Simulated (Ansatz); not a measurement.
# CoSi (rocksalt type): the cost of one run

Computed with Ansatz 0.2.0 (DFT, PBE, PAW with Ansatz's default frozen-core files, scalar-relativistic, unless a step's input says otherwise).

### Step 1. The starting structure

Symmetry: Fm-3m, No. 225, cubic system. The conventional cell has a = 4.585 Å, b = 4.585 Å, c = 4.585 Å, α = 90.00°, β = 90.00°, γ = 90.00°. Around Co (site symmetry m-3m) lie 6 Si at 2.29 Å. Around Si (site symmetry m-3m) lie 6 Co at 2.29 Å.

Structure file:

```xyz
2
Lattice="0.0000 2.2924 2.2924 2.2924 0.0000 2.2924 2.2924 2.2924 0.0000" Properties=species:S:1:pos:R:3 pbc="T T T"
Co    0.0000    0.0000    0.0000
Si    2.2924    2.2924    2.2924
```

Atoms are numbered in the order of the input: Co1, Si2.

### Step 2. Cell relaxed at zero pressure, PAW

Contents of input.yaml:

```yaml
crystal:
  lattice:
    - [0.0, 2.2923918786, 2.2923918786]
    - [2.2923918786, 0.0, 2.2923918786]
    - [2.2923918786, 2.2923918786, 0.0]
  atoms:
    - { symbol: Co, position: [0.0, 0.0, 0.0], spin: 1.7 }
    - { symbol: Si, position: [0.5, 0.5, 0.5] }
magnetization:
  spin_polarized: true
kpoints:
  mp_grid: { grid: [15, 15, 15] }
scf:
  occupations: { method: fermi_dirac, width: 0.1 }
hamiltonian:
  xc: pbe
  pseudopotentials: { kind: paw }
output:
  forces: true
  stress: true
relax:
  f_tol: 0.005
  max_steps: 40
  cell: {}
```

Run with:

```
$ ansatz run input.yaml --threads 2 --pin off --max-ram 7168MiB --backend cpu --events-out ev --progress --plain --runs-dir out
```

Q: Estimate wall time and peak memory on 2 threads of Arm Neoverse V1, shared host.

About 23 s, with a peak of 0.38 GiB.
